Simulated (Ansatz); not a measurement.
This script for Ansatz 0.2.0 through its Python package starts 2 runs on Cu2O, space group Pn-3m. What input does the engine get in each?

Script `defect.py`:
```python
'''Point defect (interstitial) in Cu2O.'''

import warnings

import ansatz as az
import numpy as np

warnings.simplefilter('ignore', az.DeckWarning)

lattice = az.Lattice.of(
    (4.26, 0.0, 0.0),
    (0.0, 4.26, 0.0),
    (0.0, 0.0, 4.26),
)
sites = [
    ('Cu', (0.25, 0.25, 0.25)),
    ('Cu', (0.25, 0.75, 0.75)),
    ('Cu', (0.75, 0.75, 0.25)),
    ('Cu', (0.75, 0.25, 0.75)),
    ('O', (0.0, 0.0, 0.0)),
    ('O', (0.5, 0.5, 0.5)),
]
xtal = az.Crystal(lattice=lattice)
for symbol, position in sites:
    xtal = xtal.atom(symbol, position)
host = xtal.supercell(2, 1, 1)
defective = host.interstitial('H', at=(0.0, 0.0, 0.5))

def settled(structure):
    return (
        structure.calculation()
        .functional('PBE')
        .kpoints(mesh=(1, 2, 2))
        .occupations('fermi_dirac', width=0.05)
        .band_table()
    )


perfect = settled(host).run(threads=1, backend='cpu').report
setup = (
    settled(defective)
    .relax(force_tolerance=0.02, max_steps=40)
)
outcome = setup.run(threads=1, backend='cpu')
r = outcome.report

n_host, n_defect = len(perfect['lattice']['sites']), len(r['lattice']['sites'])
print(f'perfect cell: {n_host} atoms, F = {perfect["free_energy_ev"]:.4f} eV')
print(f'defect cell:  {n_defect} atoms, F = {r["free_energy_ev"]:.4f} eV')
# chemical potentials are still to be added to this difference
print(f'difference {r["free_energy_ev"] - perfect["free_energy_ev"]:.4f} eV (no chemical potentials)')

start = np.array([site.position for site in defective.resolved().sites])
step = np.array([site.position_frac for site in outcome.lattice.sites]) - start
moved = np.linalg.norm((step - np.round(step)) @ outcome.lattice.cell_ang, axis=1)
print('relaxation by atom (A):', ' '.join(f'{site.symbol}:{d:.3f}' for site, d in zip(outcome.lattice.sites, moved)))

for label, run in (('perfect', perfect), ('defect', r)):
    levels, filled = np.array(run['eigenvalues_ev'][0]), np.array(run['occupations'][0])
    top = int(np.argmin(np.abs(levels - run['fermi_energy_ev'])))
    window = slice(max(top - 3, 0), top + 4)
    print(label, 'levels near E_F at the first k-point:', ', '.join(f'{e - run["fermi_energy_ev"]:.2f} ({f:.2f})' for e, f in zip(levels[window], filled[window])))
```

Run 1:
```yaml
crystal:
  lattice:
    - [4.26, 0.0, 0.0]
    - [0.0, 4.26, 0.0]
    - [0.0, 0.0, 4.26]
  atoms:
    - { symbol: Cu, position: [0.25, 0.25, 0.25] }
    - { symbol: Cu, position: [0.25, 0.75, 0.75] }
    - { symbol: Cu, position: [0.75, 0.75, 0.25] }
    - { symbol: Cu, position: [0.75, 0.25, 0.75] }
    - { symbol: O, position: [0.0, 0.0, 0.0] }
    - { symbol: O, position: [0.5, 0.5, 0.5] }
  supercell: [2, 1, 1]
kpoints:
  mp_grid:
    grid: [1, 2, 2]
hamiltonian:
  xc: pbe
scf:
  occupations:
    method: fermi_dirac
    width: 0.05
output:
  eigenvalues: true
```

Run 2, against run 1:
```diff
+  defects:
+    - { interstitial: { symbol: H, position: [0.0, 0.0, 0.5] } }
+relax:
+  f_tol: 0.02
+  max_steps: 40
```

```console
$ python defect.py
perfect cell: 12 atoms, F = -55265.1489 eV
defect cell:  13 atoms, F = -55280.2483 eV
difference -15.0995 eV (no chemical potentials)
relaxation by atom (A): Cu:0.097 Cu:0.097 Cu:0.038 Cu:0.038 O:0.000 O:0.034 Cu:0.038 Cu:0.038 Cu:0.097 Cu:0.097 O:0.000 O:0.034 H:0.000
perfect levels near E_F at the first k-point: -0.30 (1.99), -0.30 (1.99), -0.30 (1.99), 0.24 (0.02), 0.84 (0.00), 0.84 (0.00), 1.96 (0.00)
defect levels near E_F at the first k-point: -0.41 (2.00), -0.39 (2.00), -0.37 (2.00), 0.31 (0.00), 0.79 (0.00), 1.76 (0.00), 1.85 (0.00)
```

Absolute energies stand on the zero of these potentials, so only differences at equal settings mean something. A total without «per atom» is that of the cell as typed. The cell holds an odd number of electrons and is run without spin, so a magnetic state may lie lower. Extra carriers fill band states at a few k-points, so forces and energy hang on the mesh. Of the deposited cell: the entry's cell lengths or inner coordinates differ somewhat from later room-temperature determinations. The difference holds no chemical potentials. Each cell's levels count from its own Fermi level and aren't aligned; one k-point can hide that the defect cell is metallic. Without a Hubbard U or exact exchange, semilocal functionals often make such 3d compounds metallic or too weakly gapped. The starting cell is as deposited in a crystallographic database; the results hold for this polymorph, which needn't be the stable one. Gaps and levels are Kohn-Sham values on a finite set of k-points. The supercell is small, so the defect meets its images and the energies aren't those of an isolated defect; a partly filled defect level may also lower its energy by spin or distortion. For a charged cell the difference holds no correction, alignment or term for the electrons' reservoir. Wall time of the script: 26 s on 1 thread of Arm Neoverse V2 (shared host), peak memory 0.51 GiB.
